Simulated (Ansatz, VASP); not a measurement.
# Cross-check of SrO between VASP and Ansatz, part 2 of 2

Wanted: the spread between two codes on one cell, functional and k mesh.

VASP 6.6.1 and Ansatz 0.2.0.

So far: The structure; VASP: band structure, r2SCAN-EpsX with an exact-exchange share of 0.262; Ansatz: band structure, r2SCAN-EpsX with an exact-exchange share of 0.262.

The database entry behind the starting cell differs from later determinations by our own check (about 0.5 % short), so it need not match the best structure at ambient conditions.

**4. Side by side**

Known differences besides the potentials themselves: exact exchange at q = 0 is treated differently, which shows on coarse meshes; VASP keeps PBE cores, Ansatz makes them for the functional; the cutoff is 500 eV in Ansatz and 520 eV in VASP; VASP takes a coarser grid for exact exchange (PRECFOCK = Fast). Total energies have different zeros and are not compared.

Both answers:

```tsv
quantity	Ansatz	VASP	difference
gap over the path points (eV)	5.949	5.893	+0.056
```

Levels at points of the path, from each program's valence-band top (eV; 3 filled, then empty):

```tsv
k (reciprocal lattice)	Ansatz	VASP
0.000 0.000 0.000	0.00 0.00 0.00 6.77 9.21 9.21	0.00 0.00 0.00 6.75 9.15 9.15
0.500 0.000 0.500	-0.44 -0.09 -0.09 5.95 11.03 13.48	-0.48 -0.10 -0.10 5.89 10.97 13.52
0.500 0.200 0.700	-1.10 -0.46 -0.38 7.97 9.91 11.86	-1.12 -0.49 -0.40 7.93 9.88 11.79
0.400 0.350 0.750	-1.01 -0.57 -0.48 7.62 10.80 12.02	-1.03 -0.60 -0.51 7.58 10.77 11.96
0.150 0.150 0.300	-1.29 -0.76 -0.21 8.62 8.79 10.05	-1.31 -0.77 -0.22 8.58 8.77 9.99
0.200 0.200 0.200	-0.95 -0.46 -0.46 8.38 8.90 10.03	-0.96 -0.47 -0.47 8.37 8.86 9.97
0.550 0.400 0.550	-1.91 -1.07 -0.98 9.39 10.25 12.37	-1.94 -1.09 -1.01 9.35 10.23 12.31
0.600 0.250 0.650	-1.01 -0.57 -0.48 7.62 10.80 12.02	-1.03 -0.60 -0.51 7.58 10.77 11.96
0.500 0.250 0.750	-1.20 -0.43 -0.43 8.90 8.90 11.92	-1.22 -0.46 -0.46 8.87 8.87 11.85
0.500 0.500 0.500	-2.26 -1.20 -1.20 9.56 11.24 12.15	-2.29 -1.23 -1.23 9.52 11.27 12.08
```

Among the levels compared at these points, filled levels agree within 39 meV and empty ones within 73 meV.

**5. VASP: band structure, PBE-EpsX with an exact-exchange share of 0.262**

The same path points are solved in both programs, so levels can be compared one by one.

The run reads the wave functions of an earlier VASP run, which isn't shown here.

The input, INCAR:

```
SYSTEM = SrO
PREC = Accurate
ENCUT = 520
EDIFF = 1E-06
NELM = 100
ISMEAR = 0
SIGMA = 0.02
LREAL = .FALSE.
ALGO = Normal
LHFCALC = .TRUE.
AEXX = 0.262
GGA = PE
LASPH = .TRUE.
NBANDS = 14
PRECFOCK = Fast
HFRCUT = -1
LORBIT = 11
LWAVE = .FALSE.
LCHARG = .FALSE.
KPAR = 4
```

The input, POSCAR:

```
SrO
1.0
    0.0000000000      2.5663000000      2.5663000000
    2.5663000000      0.0000000000      2.5663000000
    2.5663000000      2.5663000000      0.0000000000
Sr O
1 1
Direct
    0.5000000000      0.5000000000      0.5000000000
    0.0000000000      0.0000000000      0.0000000000
```

The input, KPOINTS:

```
Automatic mesh
0
Gamma
5 5 5
0 0 0
```

The input, KPOINTS_OPT:

```
Line mode
6
Line-mode
Reciprocal
  0.00000000   0.00000000   0.00000000 GAMMA
  0.50000000   0.00000000   0.50000000 X

  0.50000000   0.00000000   0.50000000 X
  0.50000000   0.25000000   0.75000000 W

  0.50000000   0.25000000   0.75000000 W
  0.37500000   0.37500000   0.75000000 K

  0.37500000   0.37500000   0.75000000 K
  0.00000000   0.00000000   0.00000000 GAMMA

  0.00000000   0.00000000   0.00000000 GAMMA
  0.50000000   0.50000000   0.50000000 L

  0.50000000   0.50000000   0.50000000 L
  0.62500000   0.25000000   0.62500000 U

  0.62500000   0.25000000   0.62500000 U
  0.50000000   0.25000000   0.75000000 W

  0.50000000   0.25000000   0.75000000 W
  0.50000000   0.50000000   0.50000000 L

  0.50000000   0.50000000   0.50000000 L
  0.37500000   0.37500000   0.75000000 K

  0.62500000   0.25000000   0.62500000 U
  0.50000000   0.00000000   0.50000000 X
```

PAW data sets: Sr_sv and O (PBE family, release 64).

Command:

```console
$ mpirun -np 4 vasp_std
```

Numbers of over 12 decimals in the logs are rounded to 6 here.

What it wrote:

```text
[banner, memory and clock lines left out]
running    4 mpi-ranks, on    1 nodes
[...]
LDA part: xc-table for (Slater+PW92), standard interpolation
 found WAVECAR, reading the header
 POSCAR, INCAR and KPOINTS ok, starting setup
[...]
HFRCUT set to (new)   10.029006
 reading WAVECAR
 the WAVECAR file was read successfully
 initial charge from wavefunction
 entering main loop
       N       E                     dE             d eps       ncg     rms          rms(c)
DAV:   1    -0.148903077051E+02   -0.14890E+02   -0.24585E-01   286   0.616E+00    0.255E+00
DAV:   2    -0.148895104953E+02    0.79721E-03   -0.25902E-02   346   0.151E+00    0.135E+00
DAV:   3    -0.148884178984E+02    0.10926E-02   -0.48937E-03   304   0.655E-01    0.678E-01
DAV:   4    -0.148879958388E+02    0.42206E-03   -0.64804E-04   346   0.245E-01    0.358E-01
DAV:   5    -0.148878106784E+02    0.18516E-03   -0.42826E-04   328   0.171E-01    0.208E-01
DAV:   6    -0.148877793062E+02    0.31372E-04   -0.47463E-05   446   0.689E-02    0.123E-01
[...]
DAV:   8    -0.148877624016E+02    0.20380E-05   -0.42822E-06   372   0.207E-02    0.368E-02
DAV:   9    -0.148877618205E+02    0.58106E-06   -0.13291E-06   240   0.116E-02
   1 F= -.14887762E+02 E0= -.14887762E+02  d E =-.614170E-33
 Start KPOINTS_OPT (optional k-point list driver)
k-point batch [1-10\60]
       N       E                     dE             ncg
DAV:   1    -0.100767714336E+04   -0.56019E+04      280
DAV:   2    -0.185260432457E+04   -0.84493E+03      354
DAV:   3    -0.191859617460E+04   -0.65992E+02      464
DAV:   4    -0.191979744266E+04   -0.12013E+01      342
DAV:   5    -0.191981296815E+04   -0.15525E-01      444
DAV:   6    -0.191981326291E+04   -0.29475E-03      376
DAV:   7    -0.191981326519E+04   -0.22780E-05      306
DAV:   8    -0.191981326527E+04   -0.79938E-07      218
[...]
k-point batch [51-60\60]
       N       E                     dE             ncg
DAV:   1    -0.108964352990E+04   -0.72954E+04      280
DAV:   2    -0.189153362502E+04   -0.80189E+03      384
DAV:   3    -0.194389809625E+04   -0.52364E+02      426
DAV:   4    -0.194502563595E+04   -0.11275E+01      408
DAV:   5    -0.194505157692E+04   -0.25941E-01      454
DAV:   6    -0.194505196161E+04   -0.38469E-03      386
DAV:   7    -0.194505196441E+04   -0.27996E-05      312
DAV:   8    -0.194505196450E+04   -0.85185E-07      266
```

OUTCAR, selected parts (step 5):

```text
 POSITION                                       TOTAL-FORCE (eV/Angst)
 -----------------------------------------------------------------------------------
      2.56630      2.56630      2.56630         0.000000      0.000000      0.000000
      0.00000      0.00000      0.00000        -0.000000     -0.000000     -0.000000
 -----------------------------------------------------------------------------------
    total drift:                                0.000000     -0.000000     -0.000000

  FREE ENERGIE OF THE ION-ELECTRON SYSTEM (eV)
  ---------------------------------------------------
  free  energy   TOTEN  =       -14.8877618205 eV

  energy  without entropy=      -14.8877618205  energy(sigma->0) =      -14.88776182

[... 2 parts as in an earlier step ...]

[... 1 further part left out ...]
[key lines of the parts left out:]
E-fermi :   0.3257
```

**6. Ansatz: band structure, PBE-EpsX with an exact-exchange share of 0.262**

The same cell, functional, mesh and smearing now go to Ansatz, which takes its cutoff from its data sets.

The input, input.yaml:

```yaml
crystal:
  lattice:
    - [0.0, 2.5663, 2.5663]
    - [2.5663, 0.0, 2.5663]
    - [2.5663, 2.5663, 0.0]
  atoms:
    - { symbol: Sr, position: [0.5, 0.5, 0.5] }
    - { symbol: O, position: [0.0, 0.0, 0.0] }
hamiltonian:
  xc: { exchange: pbe, correlation: pbe, exx: { coeff: 0.262 } }
  pseudopotentials: { kind: paw }
kpoints:
  mp_grid: { grid: [5, 5, 5] }
  band_path:
    path:
      - [0.0, 0.0, 0.0]
      - [0.5, 0.0, 0.5]
      - [0.5, 0.2, 0.7]
      - [0.4, 0.35, 0.75]
      - [0.15, 0.15, 0.3]
      - [0.2, 0.2, 0.2]
      - [0.55, 0.4, 0.55]
      - [0.6, 0.25, 0.65]
      - [0.5, 0.25, 0.75]
      - [0.5, 0.5, 0.5]
      - [0.375, 0.375, 0.75]
      - [0.5, 0.0, 0.5]
    npoints: 1
scf:
  occupations: { method: gaussian, width: 0.02 }
  n_extra_bands: 7
output:
  forces: true
  stress: true
  eigenvalues: true
```

Command:

```console
$ ansatz run input.yaml --threads 4 --pin off --max-ram 9216MiB --backend cpu --events-out ev --progress --plain --runs-dir out
```

What it wrote:

```text
[...]
Crystal: 2 atoms, lattice volume = 33.803 Å³
Basis set: ecut = 420 eV, 645 PW (Γ), exchange–correlation on 50×50×50 points (8 copies of the dense FFT grid, shifted against one another)
Bands: 15, of which v1, the nominal top of the filled ones, is band 8 counted from 1 (7 counted from 0)
Symmetry: 48 space group operations
[...]
k-points: 10 of 125
[...]
--- Band table (eV; the first three rows and the last of 10) ---
  k-point 0: bands = [... 4 lower, -8.1127, 6.4632, 6.4632, 6.4632, 12.8201, 15.2871, 15.2871, 15.2871, ... 3 higher]
  k-point 1: bands = [... 4 lower, -7.6805, 5.4942, 5.9981, 5.9981, 14.4400, 15.0035, 16.0908, 16.0908, ... 3 higher]
  k-point 2: bands = [... 4 lower, -7.2172, 4.3399, 5.3540, 5.3540, 15.4622, 16.9098, 17.8026, 17.8026, ... 3 higher]
  k-point 9: bands = [... 4 lower, -7.7056, 5.2047, 5.7211, 6.0640, 14.2419, 16.1015, 17.9897, 19.7515, ... 3 higher]
[key lines of the parts left out:]
Free energy (F): -4116.991589 eV
Fermi energy:    9.379967 eV
P = ⅓ Tr σ = 1.0143 GPa (10.143 kbar)
```

The job ended after 6.3 s (4 threads of Intel Xeon 6975P-C (Granite Rapids), shared host; peak memory 0.71 GiB).

**7. Differences**

What differs besides the data sets and the points named for the pairs above, as far as they apply: the cutoff is 420 eV in Ansatz and 520 eV in VASP. Total energies have different zeros and are not compared.

The two programs side by side:

```tsv
quantity	Ansatz	VASP	difference
gap over the path points (eV)	5.636	5.582	+0.053
```

Levels at points of the path, from each program's valence-band top (eV; 3 filled, then empty):

```tsv
k (reciprocal lattice)	Ansatz	VASP
0.000 0.000 0.000	0.00 0.00 0.00 6.36 8.82 8.82	0.00 0.00 0.00 6.33 8.77 8.77
0.500 0.000 0.500	-0.45 -0.09 -0.09 5.63 10.54 13.04	-0.49 -0.10 -0.10 5.58 10.49 12.99
0.500 0.200 0.700	-1.11 -0.47 -0.39 7.64 9.54 11.36	-1.13 -0.51 -0.41 7.60 9.52 11.31
0.400 0.350 0.750	-1.03 -0.58 -0.49 7.29 10.41 11.53	-1.05 -0.61 -0.52 7.25 10.39 11.48
0.150 0.150 0.300	-1.31 -0.76 -0.22 8.26 8.37 9.65	-1.33 -0.78 -0.23 8.23 8.35 9.60
0.200 0.200 0.200	-0.97 -0.47 -0.47 7.98 8.54 9.63	-0.98 -0.48 -0.48 7.95 8.51 9.58
0.550 0.400 0.550	-1.94 -1.08 -0.99 9.03 9.88 11.93	-1.97 -1.10 -1.02 8.99 9.86 11.88
0.600 0.250 0.650	-1.03 -0.58 -0.49 7.29 10.41 11.53	-1.05 -0.61 -0.52 7.25 10.39 11.48
0.500 0.250 0.750	-1.21 -0.44 -0.44 8.55 8.55 11.43	-1.23 -0.47 -0.47 8.52 8.52 11.37
0.500 0.500 0.500	-2.29 -1.21 -1.21 9.20 10.86 11.71	-2.32 -1.24 -1.24 9.16 10.88 11.65
```

Among the levels compared at these points, filled levels agree within 38 meV and empty ones within 60 meV.

**8. Summary of results**

- difference in gap over the path points (band structure, r2SCAN-EpsX with an exact-exchange share of 0.262): 0.056 eV
- difference in gap over the path points (band structure, PBE-EpsX with an exact-exchange share of 0.262): 0.053 eV

The difference in gap over the path points is 0.056 eV (band structure, r2SCAN-EpsX with an exact-exchange share of 0.262), within the 0.08 eV picked in this series as the mark of a large difference. Such differences can come from data sets, numerical settings and the points named under the comparisons, not from the functional's error against experiment.

[Lines on the potential files, build, host, timing and source positions are cut from VASP's logs without a mark.]

[Logs are printed without paths, hosts, clocks, repeated set-up lines and the standing remarks that a program may print on its own settings, such as how far it seeks lower states.]

[Hosts, paths, dates, database ids (printed as entryN), source tags and the programs' standing remarks are cut or masked in the printed files.]
